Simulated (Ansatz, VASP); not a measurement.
Two plane-wave programs on AlN

The input INCAR:

```
ALGO = Normal ; EDIFF = 1E-7
ENCUT = 520 ; GGA = PE
ISIF = 2 ; ISMEAR = 0
LASPH = T ; LCHARG = T
LELF = T ; LREAL = F
LVHAR = T ; LWAVE = F
NBANDS = 26 ; NELM = 60
PREC = Accurate ; SIGMA = 0.05
```

KPOINTS

```
k-points
0
Gamma
  8 6 4
```

The input POSCAR:

```
AlN
1.0
   -3.1302395625      0.0000000000      0.0000000000
    0.0000000000      0.0000000000     -5.0179796543
    0.0000000000     -5.4217339621      0.0000000000
Al N
4 4
Direct
    0.5239598275      0.9982712825      0.1666666667
   -0.0239598275      0.9982712825      0.6666666667
    0.0239598275      0.4982712825      0.3333333333
    0.4760401725      0.4982712825      0.8333333333
    0.5216392011      0.6167287175      0.1666666667
   -0.0216392011      0.6167287175      0.6666666667
    0.0216392011      0.1167287175      0.3333333333
    0.4783607989      0.1167287175      0.8333333333
```

Input for Ansatz:

```yaml
crystal:
  lattice:
    - [-3.1302395625, 0.0, 0.0]
    - [0.0, 0.0, -5.0179796543]
    - [0.0, -5.4217339621, 0.0]
  atoms:
    - { symbol: Al, position: [0.5239598275, 0.9982712825, 0.1666666667] }
    - { symbol: Al, position: [-0.0239598275, 0.9982712825, 0.6666666667] }
    - { symbol: Al, position: [0.0239598275, 0.4982712825, 0.3333333333] }
    - { symbol: Al, position: [0.4760401725, 0.4982712825, 0.8333333333] }
    - { symbol: "N", position: [0.5216392011, 0.6167287175, 0.1666666667] }
    - { symbol: "N", position: [-0.0216392011, 0.6167287175, 0.6666666667] }
    - { symbol: "N", position: [0.0216392011, 0.1167287175, 0.3333333333] }
    - { symbol: "N", position: [0.4783607989, 0.1167287175, 0.8333333333] }
basis:
  ecutwfc: 420
kpoints:
  mp_grid: { grid: [8, 6, 4] }
hamiltonian:
  xc: pbe
scf:
  occupations: { method: gaussian, width: 0.05 }
output:
  forces: true
  stress: true
  eigenvalues: true
```

Change from the starting cell: mode 4 (223.6 1/cm) frozen in, largest displacement +0.075 Å.

Alike in both runs: task single point; functional PBE; k mesh 8 × 6 × 4; occupations gaussian, width 0.05 eV; no spin polarisation.

```csv
,VASP,Ansatz
version,VASP 6.6.1,Ansatz 0.2.0
potentials or method,"VASP PAW PBE potentials, release 64 (Al, N)","scalar-relativistic, plane waves, PAW"
plane-wave cutoff (eV),520,420
valence electrons in the cell,32,32
```

Ansatz gave:

| Quantity | Value |
| --- | --- |
| gap on the k mesh at the Fermi level (eV) | 4.00 |
| least direct gap on the mesh (eV) | 4.00 |
| pressure (GPa) | -0.2 |
| largest component of the traceless stress (GPa) | 0.28 |
| rms of the force components (eV/Å) | 0.170 |

Task: What did VASP give for the same quantities?

Result: gap on the k mesh at the Fermi level (eV): 4.01; least direct gap on the mesh (eV): 4.01; pressure (GPa): -0.5; largest component of the traceless stress (GPa): 0.30; rms of the force components (eV/Å): 0.171.

Atom by atom the forces differ by 0.001 eV/Å (rms over components).
